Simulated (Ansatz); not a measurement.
The guess for SnTe was made by a generator: ordered vacancies on the cation sites of cuprite (Cmme, No. 67) (occupants of the shared sites, in ratio, Sn: 2, vacant: 2). The dimensions are guesses.

```
Sn Te
1.0
     4.59361   -4.59361    0.00000
     4.59361    4.59361    0.00000
     0.00000    0.00000    6.49635
Sn Te
2 2
Direct
  0.50000 0.50000 0.00000
  0.00000 0.00000 0.00000
  0.75000 0.25000 0.75000
  0.25000 0.75000 0.25000
```

All numbers below come from DFT PBE, scalar-relativistic, plane waves, PAW (Ansatz 0.2.0). Cutoff 420 eV, Gaussian smearing, Γ-centred meshes. Cell and atoms relax on a converged mesh. In metals the finer mesh still leaves noise of several meV/atom or more. The steps can't lower the symmetry of their start. No spin polarisation.

A guess keeps its type if space group and coordination stay and the shape of the cell changes little (axis ratios within about 15 %, angles within 6°); the volume may change.

Question: Will the relaxed cell still be of the starting type?

Answer: It doesn't keep its type. The symmetry goes from Cmme (No. 67) to P4/mmm (No. 123), and the primitive cell from 4 to 2 atoms. The volume per atom shrinks by 53.2 %, from 68.5 to 32.1 Å³. The shortest distance goes from 2.81 Å (Sn–Te) to 3.18 Å (Sn–Te, Sn–Sn and Te–Te). Counting neighbours within 15 % of an atom's shortest distance, the start has Sn 2, Te 2 and the end Sn 6, Te 6. In detail, at the end around Sn lie 4 Te at 3.18 Å and 2 Sn at 3.18 Å; around Te lie 4 Sn at 3.18 Å and 2 Te at 3.18 Å.

```cif
data_structure
_symmetry_space_group_name_H-M 'P4/mmm'
_symmetry_Int_Tables_number 123
_cell_length_a 4.4925
_cell_length_b 4.4925
_cell_length_c 3.1774
_cell_angle_alpha 90.000
_cell_angle_beta 90.000
_cell_angle_gamma 90.000
_cell_volume 64.13
loop_
_atom_site_label
_atom_site_type_symbol
_atom_site_symmetry_multiplicity
_atom_site_Wyckoff_symbol
_atom_site_fract_x
_atom_site_fract_y
_atom_site_fract_z
_atom_site_occupancy
Sn1 Sn 1 a 0.00000 0.00000 0.00000 1
Te1 Te 1 c 0.50000 0.50000 0.00000 1
```

The last run used a 10×10×10 mesh for its 4-atom cell and Gaussian smearing of 0.10 eV. The end has Pmmm (No. 47) at a tolerance of 0.01 Å; the cell shown is made exact in the group found at 0.05 Å. These runs have no spin–orbit coupling, which can matter for Te. A later test with randomly moved atoms led to a structure 13 meV/atom lower, so this end is a saddle point or a shallow minimum.
